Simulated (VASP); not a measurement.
# HfS₂: layer in an electric field

HfS₂, sheet, 3 atoms in the cell. PBEsol; PAW potentials S, Hf_pv (PBE set).

Vacuum (Å): 10; k-point spacing in the plane (1/Å): 0.25; In-plane mesh in multiples of three: yes; Starting cell: layer relaxed first with the same functional; Layers: 1; Field step (eV/Å): 0.1.

## Input

INCAR.step1:
```
PREC     = Accurate       # precision mode
ENCUT    = 340            # plane-wave cutoff, eV
EDIFF    = 1E-7           # SCF threshold, eV
ISMEAR   = 0              # smearing method
SIGMA    = 0.02           # smearing width, eV
LREAL    = F              # projectors in reciprocal space
LASPH    = T              # aspherical terms in the spheres
ALGO     = Normal         # electronic algorithm
NELM     = 150            # most SCF steps
LWAVE    = F              # write WAVECAR
LCHARG   = F              # write CHGCAR
GGA      = PS             # functional
KPAR     = 4            
LDIPOL   = T            
IDIPOL   = 3            
DIPOL    = 0.5 0.5 0.5  
AMIN     = 0.01         
EFIELD   = -0.4          
```

INCAR.step2, as INCAR.step1 but for:
```
- EFIELD = -0.4
+ EFIELD = -0.2
```

INCAR.step3 changes the same tag again: EFIELD = -0.1.

INCAR.step4, as INCAR.step3 but for:
```
- EFIELD = -0.1
```

INCAR.step5 to INCAR.step7 change the same tag again: EFIELD = 0.1, 0.2, 0.4.

KPOINTS:
```
Automatic mesh
0
Gamma
  9 9 1
  0 0 0
```

POSCAR:
```
HfS2
1.0
    3.5927867177      0.0000000000      0.0000000000
   -1.7963933588      3.1114445679      0.0000000000
    0.0000000000      0.0000000000     12.8877949443
S Hf
2 1
Direct
    0.0000000000      1.0000000000      0.3879639629
    0.3333333334      0.6666666666      0.6120360371
    0.6666666667      0.3333333333      0.4999999852
```

Commands (each step's output is kept before the next begins):
```
cat potpaw_PBE.64/S/POTCAR potpaw_PBE.64/Hf_pv/POTCAR > POTCAR
cp INCAR.step1 INCAR
mpirun -np 4 vasp_std > vasp.out
rm WAVECAR CHG
cp INCAR.step2 INCAR
mpirun -np 4 vasp_std > vasp.out
rm WAVECAR CHG
cp INCAR.step3 INCAR
mpirun -np 4 vasp_std > vasp.out
rm WAVECAR CHG
cp INCAR.step4 INCAR
mpirun -np 4 vasp_std > vasp.out
rm WAVECAR CHG
cp INCAR.step5 INCAR
mpirun -np 4 vasp_std > vasp.out
rm WAVECAR CHG
cp INCAR.step6 INCAR
mpirun -np 4 vasp_std > vasp.out
rm WAVECAR CHG
cp INCAR.step7 INCAR
mpirun -np 4 vasp_std > vasp.out
```

## Result

- Polarisability along the normal (Å³ per cell): 4.17
- 4 pi alpha over area (Å): 4.69

Field series:

| EFIELD (eV/Å) | dipole along z (e Å, as printed) | gap on the mesh (eV) |
|---|---|---|
| -0.400 | -0.1163 | 1.138 |
| -0.200 | -0.0581 | 1.137 |
| -0.100 | -0.0290 | 1.137 |
| 0.000 | 0.0000 | 1.137 |
| 0.100 | 0.0290 | 1.137 |
| 0.200 | 0.0582 | 1.137 |
| 0.400 | 0.1163 | 1.138 |

Limits: In strong fields electrons can gather in the vacuum; the last points may hold such a state.

VASP 6.6.1 took 46 s on 4 cores (Intel Xeon 6975P-C (Granite Rapids)), a shared host.
